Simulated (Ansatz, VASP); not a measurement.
GaP: VASP beside Ansatz

```
Ga P
1.0
     0.00000    2.60179    2.60179
     2.60179    0.00000    2.60179
     2.60179    2.60179    0.00000
Ga P
1 1
Direct
  0.00000 0.00000 0.00000
  0.50000 0.50000 0.50000
```

Change from the starting cell: volume scaled by 1.025, PAW files.

Alike in both runs: task electric field gradients; functional PBE; k mesh 12 × 12 × 12; occupations fermi-dirac, width 0.05 eV; no spin polarisation.

|  | VASP | Ansatz |
| --- | --- | --- |
| version | VASP 6.6.1 | Ansatz 0.2.0 |
| potentials or method | VASP PAW PBE potentials, release 64 (Ga_d, P) | PAW with Ansatz's default frozen-core files, scalar-relativistic |
| plane-wave cutoff (eV) | 520 | 420 |
| valence electrons in the cell | 18 | 18 |

|  | VASP | Ansatz | Ansatz less VASP |
| --- | --- | --- | --- |
| pressure (GPa) | -2.0 | -2.0 | -0.07 |
| Vzz of the field gradient on the site that differs most (V/Å²) | 0.0 | 0.0 | +0.01 |

With one functional, cell and mesh, what is left measures potentials, basis and numerics.
